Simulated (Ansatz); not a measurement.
# Cold compression of Re (diamond type)

```
Re
1.0
     0.00000    2.82604    2.82604
     2.82604    0.00000    2.82604
     2.82604    2.82604    0.00000
Re
2
Cartesian
  -0.7065 -0.7065 -0.7065
  0.7065 0.7065 0.7065
```

The cell comes from a relaxation on PAW files under the same functional, begun from a prototype that needn't be the stable phase.

Its volume is scaled at fixed shape and fractional positions.

Computed with Ansatz 0.2.0; functional PBE, scalar-relativistic. Settings: a Γ-centred 12×12×12 k mesh, Fermi–Dirac smearing of 0.1 eV, no spin polarisation. Methods: LAPW: all electrons, basis error target 1 meV/atom; PAW: frozen-core files, cutoff 420 eV; crystal datasets: all electrons, by PAW datasets that the program makes for each cell; norm-conserving: pseudopotentials, cutoff 980 eV; PAW (partial waves polarizable): frozen-core files, cutoff 420 eV.

Energies are extrapolated to zero smearing and count from the unscaled cell; pressure is positive in compression; gaps take the mesh and a band path. No temperature or zero-point motion is included.

Spin–orbit coupling is left out, which matters for the heavy atoms. The structure type is held throughout; the real material can change phase at far lower pressure.

| V/V0 | V (Å³/atom) | P LAPW (GPa) | ΔE LAPW (eV/atom) | P PAW − LAPW (GPa) | ΔE PAW − LAPW (meV/atom) |
| --- | --- | --- | --- | --- | --- |
| 1.00 | 22.57 | 0.03 | 0.000 | -0.03 | 0.0 |
| 0.95 | 21.44 | 10.15 | 0.034 | -0.01 | -0.1 |
| 0.85 | 19.18 | 40.4 | ? | 0.09 | 0.4 |
| 0.75 | 16.93 | 92.4 | 1.271 | 0.35 | 3.3 |
| 0.65 | 14.67 | 184.9 | 3.158 | 1.01 | 12.2 |
| 0.55 | 12.41 | 360.4 | 6.861 | 2.54 | 36.0 |
| 0.45 | 10.16 | 724.0 | 14.164 | 6.08 | 92.4 |
| 0.40 | 9.03 | 1062 | ? | 9.81 | 147.2 |

(1) What belongs in the row "0.85", column "ΔE LAPW (eV/atom)"?

(2) Fill in "ΔE LAPW (eV/atom)" for the row "0.40".

(3) Fit the Vinet equation to the LAPW pressures over the whole range, with residuals weighted by 1/(|P| + 0.03·Pmax).

(4) From the table, what is the rise of the enthalpy H = E + pV up to the last row, and how stiff is the crystal between the last two rows?

(5) At the smallest volume, how far do crystal datasets and norm-conserving and PAW (partial waves polarizable) lie from LAPW in pressure?

(6) How do the Löwdin populations by LAPW change from the unscaled cell to the last row?

Answers

(1) 0.370.

(2) 20.367.

(3) V0 = 22.62 Å³/atom, B0 = 164 GPa and B0′ = 4.73, and the fit misses no point by more than 17 GPa. A fit over so wide a range pins B0 less well than one near rest.

(4) ΔH = 20.367 eV + (1062 GPa × 9.03 Å³ − 0.03 GPa × 22.57 Å³) × 0.006242 eV/(GPa·Å³) = 80.22 eV/atom, of which pV makes 75 %. The mean bulk modulus there is −ΔP/Δln V = 2870 GPa.

(5) crystal datasets: 0.00 GPa; norm-conserving: +8.77 GPa; PAW (partial waves polarizable): +9.76 GPa, on a LAPW pressure of 1062 GPa.

(6) Re 5s 1.97 → 1.86, Re 6s 1.09 → 0.83, Re 5p 5.98 → 5.83, Re 5d 5.87 → 6.40 electrons an atom. These are projections on the shells that the free atoms fill; 0.20 e a cell lies outside them at the start and 0.20 e at the end.
